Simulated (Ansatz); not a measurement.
# HfO2: the cost of one run

Program: Ansatz 0.2.0. Level of theory: DFT r2SCAN, scalar-relativistic, plane waves, PAW. These are calculated values, not measurements.

## Step 1: The system as given

Symmetry: I4_1/amd, No. 141, tetragonal system. Conventional cell: a = 3.797 Å, b = 3.797 Å, c = 9.662 Å, α = 90.00°, β = 90.00°, γ = 90.00°. Around Ti (site symmetry -4m2) lie 6 O at 1.95 to 1.99 Å. O (site symmetry 2mm) has 3 Ti at 1.95 to 1.99 Å as nearest neighbours.

As a file:

```cif
data_structure
_symmetry_space_group_name_H-M 'I4_1/amd:1'
_symmetry_Int_Tables_number 141
_cell_length_a 3.7966
_cell_length_b 3.7966
_cell_length_c 9.6622
_cell_angle_alpha 90.000
_cell_angle_beta 90.000
_cell_angle_gamma 90.000
_cell_volume 139.27
loop_
_atom_site_label
_atom_site_type_symbol
_atom_site_symmetry_multiplicity
_atom_site_Wyckoff_symbol
_atom_site_fract_x
_atom_site_fract_y
_atom_site_fract_z
_atom_site_occupancy
Ti1 Ti 4 a 0.00000 0.00000 0.00000 1
O1 O 8 e 0.00000 0.50000 0.45612 1
```

It goes back to an entry of the Materials Project.

It is the result of an earlier relaxation at this level (volume 11.61 Å³/atom; gap on the mesh: 3.13 eV).

## Step 2: Swap Ti → Hf

HfO2 starts from the relaxed positions of TiO2, with all lengths scaled by 1.033, a guess from tabulated radii.

## Step 3: Quick check of gap, pressure and forces (HfO2)

Input file input.yaml:

```yaml
crystal:
  lattice:
    - [-1.9601033215, 1.9601033215, 4.9884460379]
    - [1.9601033215, -1.9601033215, 4.9884460379]
    - [1.9601033215, 1.9601033215, -4.9884460379]
  atoms:
    - { symbol: Hf, position: [0.0, 0.0, 0.0] }
    - { symbol: Hf, position: [0.75, 0.25, 0.5] }
    - { symbol: O, position: [0.9561225872, 0.4561225872, 0.5] }
    - { symbol: O, position: [0.2061225872, 0.2061225872, 0.0] }
    - { symbol: O, position: [0.5438774128, 0.0438774128, 0.5] }
    - { symbol: O, position: [0.7938774128, 0.7938774128, 0.0] }
basis:
  ecutwfc: 500
kpoints:
  mp_grid: { grid: [6, 6, 6] }
hamiltonian:
  xc: r2scan
scf:
  occupations: { method: gaussian, width: 0.1 }
output:
  forces: true
  stress: true
  eigenvalues: true
```

On the command line:

```sh
ansatz run input.yaml --threads 1 --pin off --max-ram 2560MiB --backend cpu --events-out ev --progress --plain --runs-dir out
```

What time and memory should one allow on 1 thread of Oxide Virtual Turin-like (Zen 5), shared host?

About 16 s, with a peak of 0.61 GiB.
